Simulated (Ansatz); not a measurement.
Set up this calculation in Ansatz 0.2.0, as the native input.

* Task: relaxation of cell and atoms
* Functional: r2SCAN
* Dispersion: D3(BJ)
* Potentials or basis: Ansatz PAW
* Cutoff: 500 eV (not typed: the program's choice for these potentials)
* k mesh: 9 × 9 × 5
* Occupations: fermi-dirac, width 0.05 eV
* Spin: no spin polarisation

The system is Ga2O3.

```
Ga O
1.0
     6.10700   -1.51855    0.00000
     6.10700    1.51855    0.00000
    -1.38599    0.00000    5.63001
Ga O
4 6
Direct
  0.34134 0.34134 0.68598
  0.65866 0.65866 0.31402
  0.90950 0.90950 0.20540
  0.09050 0.09050 0.79460
  0.50410 0.50410 0.74340
  0.49590 0.49590 0.25660
  0.82670 0.82670 0.43680
  0.17330 0.17330 0.56320
  0.83550 0.83550 0.89020
  0.16450 0.16450 0.10980
```

The input as run:

input.yaml

```yaml
crystal:
  lattice:
    - [6.107, -1.51855, 0.0]
    - [6.107, 1.51855, 0.0]
    - [-1.3859888959, 0.0, 5.630008738]
  atoms:
    - { symbol: Ga, position: [0.34134, 0.34134, 0.68598] }
    - { symbol: Ga, position: [0.65866, 0.65866, 0.31402] }
    - { symbol: Ga, position: [0.9095, 0.9095, 0.2054] }
    - { symbol: Ga, position: [0.0905, 0.0905, 0.7946] }
    - { symbol: O, position: [0.5041, 0.5041, 0.7434] }
    - { symbol: O, position: [0.4959, 0.4959, 0.2566] }
    - { symbol: O, position: [0.8267, 0.8267, 0.4368] }
    - { symbol: O, position: [0.1733, 0.1733, 0.5632] }
    - { symbol: O, position: [0.8355, 0.8355, 0.8902] }
    - { symbol: O, position: [0.1645, 0.1645, 0.1098] }
hamiltonian:
  xc: r2scan
  pseudopotentials: { kind: paw }
  dispersion: d3bj
kpoints:
  mp_grid: { grid: [9, 9, 5] }
scf:
  occupations: { method: fermi_dirac, width: 0.05 }
output:
  forces: true
  stress: true
  eigenvalues: true
relax:
  f_tol: 0.01
  max_steps: 40
  cell: { stress_tol: 0.05 }
```

Potentials or basis: Ansatz PAW.

Command:

```bash
$ ansatz run input.yaml --threads 4 --pin off --max-ram 11264MiB --backend cpu --events-out ev --progress --plain --runs-dir out
```

It gave:

```yaml
Relaxed_volume: 10.42 Å³/atom
Relaxed_cell: a = 6.292 Å, b = 6.292 Å, c = 5.795 Å, α = 103.38°, β = 103.38°, γ = 27.88°
Space_group_after_relaxing_to_0.05_Å: C2/m (No. 12)
Energy_gained_by_relaxing: 0.2 meV/atom
Ionic_steps: 6
Pressure_after_relaxing: 0.0 GPa
Band_gap_on_the_k_mesh: 3.10 eV, indirect (least direct gap 3.12 eV)
```

Caveat: odd divisions of the mesh miss points on the zone boundary, where band edges often lie, so the gap on the mesh can be too wide; the plane-wave basis is chosen anew once the cell has moved, so the energies of steps on either side of that aren't comparable; the PAW data sets come from PBE, with cores solved anew for the run's functional, which leaves a small shift of forces and pressure; the dispersion damping was fitted for another functional or another form of the correction.

Run time: 2.3 min on 4 threads of Arm Neoverse V1, with other jobs on the host, peak memory 1.1 GiB.
